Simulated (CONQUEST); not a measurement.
# Mo (P-1) in CONQUEST: convergence with smearing width

Aim: find how far smearing width must go before the results for Mo settle, at PBE. This setting moves, with any that are tied to it; all else stays.

Program: CONQUEST 1.3. These are calculated values, not measurements. Logs are shortened: lines on timing, memory, paths and dates and some standing lists are left out, and cuts for length are marked.

### 1 The cell of the first run

The typed cell holds 2 atoms: a = 3.168 Å, b = 3.168 Å, c = 3.168 Å, α = 90.00°, β = 90.00°, γ = 90.00°.

The cell isn't the ideal one: atoms moved at random.

### 2 With smearing width 0.4 eV

The input, Conquest_input:

```
IO.Title Mo
IO.Coordinates coords.dat
IO.FractionalAtomicCoords T
IO.Iprint 2
IO.Iprint_init 1
General.NumberOfSpecies 1
General.PseudopotentialType hamann
AtomMove.TypeOfRun static
AtomMove.FullStress T
Grid.GridCutoff 120
DM.SolutionMethod diagon
Diag.MPMesh T
Diag.GammaCentred T
Diag.MPMeshX 8
Diag.MPMeshY 8
Diag.MPMeshZ 8
Diag.kT 0.01469973
minE.SCTolerance 1e-6
Diag.SmearingType 1
Diag.MPOrder 1
SC.MaxIters 100
IO.AtomChargeOutput T
%block ChemicalSpeciesLabel
1 95.940 Mo
%endblock
```

The input, coords.dat:

```
    5.9859303816     0.0000000000     0.0000000000
    0.0000000000     5.9859303816     0.0000000000
    0.0000000000     0.0000000000     5.9859303816
2
  0.0161680000  -0.0109470000   0.0019540000 1 T T T
  0.4924100000   0.4921810000   0.4871200000 1 T T T
```

Potentials or basis: PseudoDojo NC PBE, SZP, grid cutoff 120 Ha.

Launch:

```bash
$ OMP_NUM_THREADS=1 Conquest
```

Run time: 56 s. Hardware: 1 thread of AMD EPYC 7B13 (Zen 3), shared host; peak memory 0.38 GiB.

Results:

```yaml
Free_energy: -3823.4360 eV
Pressure: 6.8 GPa
Largest_force: 0.623 eV/Å
Band_gap_on_the_k_mesh: none (metal or under the smearing width)
```

### 3 With smearing width 0.3 eV

Conquest_input: that of step 2 with these lines changed.

```diff
@@ -16,3 +16,3 @@
 Diag.MPMeshZ 8
-Diag.kT 0.01469973
+Diag.kT 0.01102480
 minE.SCTolerance 1e-6
```

coords.dat is that of step 2.

Potentials or basis: PseudoDojo NC PBE, SZP, grid cutoff 120 Ha.

Launch:

```bash
$ OMP_NUM_THREADS=1 Conquest
```

Wall time 55 s (1 thread of AMD EPYC 7B13 (Zen 3), shared host); peak memory 0.38 GiB.

The run converged. Its results:

* Free energy: -3823.4347 eV
* Pressure: 6.9 GPa
* Largest force: 0.613 eV/Å
* Band gap on the k mesh: none (metal or under the smearing width)

### 4 With smearing width 0.2 eV

Conquest_input: that of step 3 with these lines changed.

```diff
@@ -16,3 +16,3 @@
 Diag.MPMeshZ 8
-Diag.kT 0.01102480
+Diag.kT 0.00734986
 minE.SCTolerance 1e-6
```

coords.dat is that of step 3.

Launch:

```bash
$ OMP_NUM_THREADS=1 Conquest
```

It took 55 s on 1 thread of AMD EPYC 7B13 (Zen 3), shared host; peak memory 0.38 GiB.

It converged, with:

```
Free energy            : -3823.4338 eV
Pressure               : 6.9 GPa
Largest force          : 0.598 eV/Å
Band gap on the k mesh : none (metal or under the smearing width)
```

### 5 With smearing width 0.1 eV

Conquest_input: that of step 4 with these lines changed.

```diff
@@ -16,3 +16,3 @@
 Diag.MPMeshZ 8
-Diag.kT 0.00734986
+Diag.kT 0.00367493
 minE.SCTolerance 1e-6
```

coords.dat is that of step 4.

Launch:

```bash
$ OMP_NUM_THREADS=1 Conquest
```

Run time: 56 s. Hardware: 1 thread of AMD EPYC 7B13 (Zen 3), shared host; peak memory 0.38 GiB.

The run converged. Its results:

- Free energy: -3823.4333 eV
- Pressure: 6.8 GPa
- Largest force: 0.574 eV/Å
- Band gap on the k mesh: none (metal or under the smearing width)

### 6 With smearing width 0.05 eV

Conquest_input: that of step 5 with these lines changed.

```diff
@@ -16,3 +16,3 @@
 Diag.MPMeshZ 8
-Diag.kT 0.00367493
+Diag.kT 0.00183747
 minE.SCTolerance 1e-6
```

coords.dat is that of step 5.

Potentials or basis: PseudoDojo NC PBE, SZP, grid cutoff 120 Ha.

Launch:

```bash
$ OMP_NUM_THREADS=1 Conquest
```

Run time: 65 s. Hardware: 1 thread of AMD EPYC 7B13 (Zen 3), shared host; peak memory 0.38 GiB.

Results (log left out):

* Free energy: -3823.4331 eV
* Pressure: 6.8 GPa
* Largest force: 0.550 eV/Å
* Band gap on the k mesh: none (metal or under the smearing width)

### 7 With smearing width 0.025 eV

Conquest_input: that of step 6 with these lines changed.

```diff
@@ -16,3 +16,3 @@
 Diag.MPMeshZ 8
-Diag.kT 0.00183747
+Diag.kT 0.00091873
 minE.SCTolerance 1e-6
```

coords.dat is that of step 6.

Launch:

```bash
$ OMP_NUM_THREADS=1 Conquest
```

It took 67 s on 1 thread of AMD EPYC 7B13 (Zen 3), shared host; peak memory 0.38 GiB.

The run converged. Its results:

| Quantity | Value |
| --- | --- |
| Free energy | -3823.4331 eV |
| Pressure | 6.8 GPa |
| Largest force | 0.545 eV/Å |
| Band gap on the k mesh | none (metal or under the smearing width) |

### 8 With smearing width 0.01 eV

Conquest_input: that of step 7 with these lines changed.

```diff
@@ -16,3 +16,3 @@
 Diag.MPMeshZ 8
-Diag.kT 0.00091873
+Diag.kT 0.00036749
 minE.SCTolerance 1e-6
```

coords.dat is that of step 7.

Launch:

```bash
$ OMP_NUM_THREADS=1 Conquest
```

Wall time 74 s (1 thread of AMD EPYC 7B13 (Zen 3), shared host); peak memory 0.38 GiB.

The run converged. Its results:

| Quantity | Value |
| --- | --- |
| Free energy | -3823.4331 eV |
| Pressure | 6.8 GPa |
| Largest force | 0.546 eV/Å |
| Band gap on the k mesh | none (metal or under the smearing width) |

### 9 With smearing width 0.005 eV

Conquest_input: that of step 8 with these lines changed.

```diff
@@ -16,3 +16,3 @@
 Diag.MPMeshZ 8
-Diag.kT 0.00036749
+Diag.kT 0.00018375
 minE.SCTolerance 1e-6
```

coords.dat is that of step 8.

Potentials or basis: PseudoDojo NC PBE, SZP, grid cutoff 120 Ha.

Launch:

```bash
$ OMP_NUM_THREADS=1 Conquest
```

Output:

```text
Simulation cell dimensions:     5.9859 a0 x     5.9859 a0 x     5.9859 a0

      Atomic coordinates (a0)
         Atom         X         Y         Z  Species
            1    0.0968    5.9204    0.0117        1
            2    2.9475    2.9462    2.9159        1

         Monkhorst-Pack mesh:   8 x   8 x   8 gamma-centred
        This calculation includes non-local pseudopotentials,
         with a maximum core radius of      7.91802317

    Job title: Mo
    Job to be run: static calculation

    Ground state search:
      Support functions represented with PAO basis
      1:1 PAO to SF mapping
      Non-spin-polarised electrons
      Solving for the K matrix using diagonalisation
      Using order  1 Methfessel-Paxton smearing

    Integration grid size:     32 x   32 x   32

    Integration grid spacing:  0.187 a0 x 0.187 a0 x 0.187 a0

    Number of species:  1
    --------------------------------------------------------
    |   #  mass (au)  Charge (e)  SF Rad (a0)  NSF  Label  |
    --------------------------------------------------------
    |   1     95.940      14.000        8.231   13  Mo     |
    --------------------------------------------------------
          SCF tolerance:                 0.00000100
          SCF iterations:               100

    The functional used will be GGA PBE96

           radial cut-off to be used is taken to be max PAO cut-off radius for this species:    7.918023

           greatest ang. mom. for making density from PAOs:  2
    Minimum blocs/proc is      512. Maximum blocs/proc is      512
    set_atom_dens: In set_atomic_density, electrons :      28.000000000000
 matrix_size & matrix_size_padH =           26          26

    Screened ion int: energy:    -111.280168067605 Ha

    new_SC_potl: Starting.  Tolerance:  0.10000E-05

    PulayMixSC: Starting Pulay mixing, A_up =  0.500 A_dn =  0.500
    PulayMixSC: Spin non-polarised calculation.
          Harris-Foulkes Energy            :      -140.551328100638642 Ha
          GroundState Energy (kT --> 0)    :      -140.551328060806696 Ha
          Free Energy (E-TS)               :      -140.551328040890724 Ha
          DFT Total Energy                 :      -140.490046676521331 Ha
          Total number of electrons        :        27.999999999999748
    PulayMixSC: Pulay iteration     1 residual:              0.51354E-02
          Harris-Foulkes Energy            :      -140.512071981063542 Ha
          GroundState Energy (kT --> 0)    :      -140.512072309064308 Ha
          Free Energy (E-TS)               :      -140.512072473064705 Ha
          DFT Total Energy                 :      -140.506932649600373 Ha
          Total number of electrons        :        28.000006611277737
    PulayMixSC: Pulay iteration     2 residual:              0.18581E-02
          Harris-Foulkes Energy            :      -140.508632195479464 Ha
          GroundState Energy (kT --> 0)    :      -140.508632034176884 Ha
          Free Energy (E-TS)               :      -140.508631953525565 Ha
          DFT Total Energy                 :      -140.508547046270280 Ha
          Total number of electrons        :        28.000014776915773
    PulayMixSC: Pulay iteration     3 residual:              0.39000E-03
          Harris-Foulkes Energy            :      -140.508586528732906 Ha
          GroundState Energy (kT --> 0)    :      -140.508586466272732 Ha
          Free Energy (E-TS)               :      -140.508586435042645 Ha
          DFT Total Energy                 :      -140.508566379774322 Ha
          Total number of electrons        :        28.000020842999984
    PulayMixSC: Pulay iteration     4 residual:              0.86711E-04
          Harris-Foulkes Energy            :      -140.508575367529488 Ha
          GroundState Energy (kT --> 0)    :      -140.508575581773215 Ha
          Free Energy (E-TS)               :      -140.508575688895064 Ha
          DFT Total Energy                 :      -140.508566736630371 Ha
          Total number of electrons        :        28.000021121493386
    PulayMixSC: Pulay iteration     5 residual:              0.35985E-04
          Harris-Foulkes Energy            :      -140.508575423775994 Ha
          GroundState Energy (kT --> 0)    :      -140.508575628210593 Ha
          Free Energy (E-TS)               :      -140.508575730427907 Ha
          DFT Total Energy                 :      -140.508566768432530 Ha
          Total number of electrons        :        28.000020830170950
    PulayMixSC: Pulay iteration     6 residual:              0.35502E-04
          Harris-Foulkes Energy            :      -140.508574903898023 Ha
          GroundState Energy (kT --> 0)    :      -140.508575106894597 Ha
          Free Energy (E-TS)               :      -140.508575208392870 Ha
          DFT Total Energy                 :      -140.508574882041160 Ha
          Total number of electrons        :        28.000020437805752
    PulayMixSC: Pulay iteration     7 residual:              0.38884E-05
          Harris-Foulkes Energy            :      -140.508574307638497 Ha
          GroundState Energy (kT --> 0)    :      -140.508574508058445 Ha
          Free Energy (E-TS)               :      -140.508574608268447 Ha
          DFT Total Energy                 :      -140.508574307493973 Ha
          Total number of electrons        :        28.000021700700881
    PulayMixSC: Pulay iteration     8 residual:              0.60762E-06
    PulayMixSC: Reached SCF tolerance of  0.60762E-06 after      8 iterations
      | Number of electrons      =        28.000022
      |* band energy as 2Tr[K.H] =       -31.742745337917569 Ha
      |  screened ion-ion energy =      -111.280168067604535 Ha
      |  Ha correction           =         1.741293299874488 Ha
      |  XC correction           =         0.773047055843284 Ha
      | GS Energy with kT -> 0   =      -140.508574508058445 Ha
      | Free Energy as E-TS      =      -140.508574608268447 Ha
      |* Harris-Foulkes energy   =      -140.508574307638497 Ha
      |* DFT total energy        =      -140.508574307493973 Ha
      |  estimated accuracy      =        -0.000000000144524 Ha

    force: Forces on atoms (Ha/a0)
    force:  Atom   X              Y              Z
    force:     1  -0.0084260095   0.0010890662  -0.0064059480
    force:     2   0.0083228266  -0.0013003506   0.0063304916

    force: Maximum force :        0.00842601(Ha/a0) on atom         1 in x direction
    force: Force Residual:        0.01058904 Ha/a0
    force: Total stress:         -6.82352457     0.12326295    -0.62747074 GPa
                             0.12326295    -6.97192458     0.06383727
                            -0.62747074     0.06383727    -6.64542008
    force: Average pressure:      6.81362308 GPa

    force: Finished force
    get_E_and_F: Change in energy during last step of electronic optimisation:  0.59626E-06

    BIBLIOGRAPHY: Please consider citing the following references in the conquest.bib file

    CONQUEST:         Bowler2002pt, Miyazaki2004, Nakata2020
    Basis:            Bowler2019
    DM:               Bowler:2006xr
    Pseudopotentials: Hamann2013, Bowler2019
    XC functional:    Perdew1996
```

Wall time 82 s (1 thread of AMD EPYC 7B13 (Zen 3), shared host); peak memory 0.38 GiB.

What came out:

* Free energy: -3823.4331 eV
* Pressure: 6.8 GPa
* Largest force: 0.547 eV/Å
* Band gap on the k mesh: none (metal or under the smearing width)

### 10 Result

| smearing width | energy less the tightest run (meV/atom) | pressure (GPa) | largest force (eV/Å) | SCF cycles | CPU time (s) | peak memory (GiB) |
| --- | --- | --- | --- | --- | --- | --- |
| 0.4 eV | -1.46 | 6.83 | 0.623 | 7 | 56 | 0.38 |
| 0.3 eV | -0.82 | 6.89 | 0.613 | 7 | 55 | 0.38 |
| 0.2 eV | -0.38 | 6.88 | 0.598 | 7 | 55 | 0.38 |
| 0.1 eV | -0.09 | 6.82 | 0.574 | 7 | 56 | 0.38 |
| 0.05 eV | -0.01 | 6.81 | 0.550 | 8 | 65 | 0.38 |
| 0.025 eV | 0.00 | 6.81 | 0.545 | 8 | 67 | 0.38 |
| 0.01 eV | 0.00 | 6.82 | 0.546 | 8 | 74 | 0.38 |
| 0.005 eV | 0.00 | 6.81 | 0.547 | 8 | 82 | 0.38 |

Against the tightest run, the energy stays within 1 meV/atom from 0.3 eV on; the pressure stays within 0.1 GPa from 0.4 eV on; the largest force stays within 0.005 eV/Å from 0.05 eV on. Narrower smearing needs a denser k mesh, so at a fixed mesh the narrowest width isn't the most accurate. The tightest run that finished is the yardstick and may itself not be fully converged.

Caveats: the atomic basis is small; the basis of atomic orbitals isn't converged, which shifts pressures, moduli and gaps.
